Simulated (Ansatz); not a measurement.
Crystal: KI.

```xyz
2
Lattice="0.0000 3.5328 3.5328 3.5328 0.0000 3.5328 3.5328 3.5328 0.0000" Properties=species:S:1:pos:R:3 pbc="T T T"
I     3.5328    3.5328    3.5328
K     0.0000    0.0000    0.0000
```

Base run:

- Program: Ansatz 0.2.0
- Functional: PBE0
- Potentials or basis: all-electron PAW datasets made for the crystal
- Cutoff: 290 eV
- Density cutoff: 1160 eV
- k mesh: 6 × 6 × 6
- Occupations: fermi-dirac, width 0.05 eV
- Spin: no spin polarisation

Its results: band gap on the k mesh 5.65 eV, direct.

Problem. After a change of settings the same cell gave: band gap on the k mesh 4.96 eV, direct. Which change was it?
A. functional from PBE0 to PBEsol; cutoff from 290 eV to 200 eV; density cutoff from 1160 eV to 800 eV
B. functional from PBE0 to PBE; cutoff from 290 eV to 200 eV; density cutoff from 1160 eV to 800 eV
C. functional from PBE0 to HSE06

Solution. C.

Caveats: spin-orbit coupling is left out, which moves the levels of the heavy elements.

Not every run made on this cell is shown here.
